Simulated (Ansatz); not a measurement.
**Te: relaxed-ion elastic tensor**

Level of theory: DFT PBE, scalar-relativistic, plane waves, PAW in Ansatz. Settings: 420 eV plane-wave cutoff, Γ-centred 16×16×20 mesh, Fermi-Dirac smearing of 0.15 eV. No spin polarisation.

Equilibrium structure at this level:
```
Te
1.0
     3.20890    0.00000    0.00000
     0.00000    3.20890    0.00000
     0.00000    0.00000    3.19030
Te
1
Direct
  0.50000 0.50000 0.50000
```

It was reached by relaxing an invented guess, and it needn't be the stable form of this composition. In a metal, frequencies and elastic constants depend on the k mesh and the smearing, soft modes and shear constants most. Spin–orbit coupling is left out, which matters for heavy elements. This form isn't the element's ground state: it lies 45 meV/atom above the standard structure at this level.

Q: Give the relaxed-ion elastic constants (GPa, Voigt order xx yy zz yz xz xy, on the Cartesian axes of the cell above).

A:
```
90.1 29.9 28.2  0.0  0.0  0.0
29.9 90.1 28.2  0.0  0.0  0.0
28.2 28.2 93.2  0.0  0.0  0.0
 0.0  0.0  0.0  3.5  0.0  0.0
 0.0  0.0  0.0  0.0  3.5  0.0
 0.0  0.0  0.0  0.0  0.0  3.5
```

Q: Is the crystal stable against homogeneous strain?

A: Too close to call: the least eigenvalue is 3.5 GPa, within what the k mesh leaves open in a metal.
